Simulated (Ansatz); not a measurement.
PbF2 (fluorite), relaxed with r2SCAN. Space group Fm-3m (No. 225), cubic; conventional cell a = 5.921 Å, 17.30 Å³ an atom. Pb is surrounded by 8 F at 2.56 Å; F is surrounded by 4 Pb at 2.56 Å.

4 runs of the plane-wave code Ansatz on this cell differ in the functional (and in the settings that go with it). Levels are in eV from each run's valence top; v1 is the last filled band, c1 the first empty one.

Run A, mean stress 0.0 GPa (compression positive):
```tsv
point	v2	v1	c1	c2
Γ	-2.18	-2.18	7.31	7.31
X	-1.77	-0.14	4.93	8.46
U	-1.78	-0.04	5.83	7.10
```

Run B, mean stress +1.1 GPa (compression positive):
```tsv
point	v2	v1	c1	c2
Γ	-2.68	-2.68	8.94	8.94
X	-2.23	-0.13	6.45	10.17
U	-2.24	-0.04	7.39	8.81
```

Run C, mean stress +2.9 GPa (compression positive):
```tsv
point	v2	v1	c1	c2
Γ	-2.01	-2.01	6.78	6.78
X	-1.58	-0.15	4.42	7.91
U	-1.59	-0.03	5.32	6.68
```

Run D, mean stress +1.2 GPa (compression positive):
```tsv
point	v2	v1	c1	c2
Γ	-2.64	-2.64	8.19	8.19
X	-2.20	-0.13	5.73	9.41
U	-2.21	-0.04	6.65	8.05
```

Task: Match the runs to PBE, r2SCAN, HSE06, PBE0.

Result: A is r2SCAN, B is PBE0, C is PBE, D is HSE06. In order of the gap: PBE 4.42, r2SCAN 4.93, HSE06 5.73, PBE0 6.45 eV. The stress vanishes for r2SCAN, which relaxed the cell.

No spin polarisation and no zero-point or thermal motion.

Spin-orbit coupling is left out; in compounds of Pb, Bi, Tl or Hg it can lower a gap by up to about 1 eV, split its edges or invert the bands.

The stress of a hybrid is loosely converged in these runs.

The meshes of the hybrids are coarse, so their gaps aren't converged to the digits shown.
